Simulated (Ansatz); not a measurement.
BeO:
```xyz
8
Lattice="2.6614 0.0000 0.0000 -1.3307 2.3048 0.0000 0.0000 0.0000 8.6705" Properties=species:S:1:pos:R:3 pbc="T T T"
Be     0.0000     0.0000     0.0066
Be     0.0000     0.0000     4.3418
Be     1.3307     0.7683     6.5044
Be     0.0000     1.5365     2.1691
O      0.0000     0.0000     7.0442
O      0.0000     0.0000     2.7089
O      1.3307     0.7683     4.8752
O      0.0000     1.5365     0.5399
```

x, y and z are the axes in which the lattice vectors are written.

Task: Give the proper piezoelectric stress tensor with relaxed ions from the program Ansatz at the LDA level (PAW).

Result: In C/m², rows x, y, z, Voigt columns; mesh uncertainty up to 0.00.
```
 0.00   0.00   0.00   0.00   0.08   0.00
 0.00   0.00   0.00   0.08   0.00   0.00
 0.15   0.15  -0.27   0.00   0.00   0.00
```

The elastic tensor of the same run (GPa):

|  | 1 | 2 | 3 | 4 | 5 | 6 |
|---|---|---|---|---|---|---|
| 1 | 465 | 141 | 88.3 | 0.0 | 0.0 | 0.0 |
| 2 | 141 | 465 | 88.3 | 0.0 | 0.0 | 0.0 |
| 3 | 88.3 | 88.3 | 520 | 0.0 | 0.0 | 0.0 |
| 4 | 0.0 | 0.0 | 0.0 | 143 | 0.0 | 0.0 |
| 5 | 0.0 | 0.0 | 0.0 | 0.0 | 143 | 0.0 |
| 6 | 0.0 | 0.0 | 0.0 | 0.0 | 0.0 | 162 |

Task: Convert to strain constants d = e·S.

Result: In pC/N:
```
 0.0   0.0   0.0   0.0   0.6   0.0
 0.0   0.0   0.0   0.6   0.0   0.0
 0.3   0.3  -0.6   0.0   0.0   0.0
```

Space group P6_3mc. A made-up cell: these elements were put on the sites of a structure type. Its sites differ from those of the usual phase in this space group: another stacking or structure type. The cell was relaxed with LDA under the symmetry of its start; phonons on a q-mesh show no instability.

Potentials: the later of the program's two PAW sets.
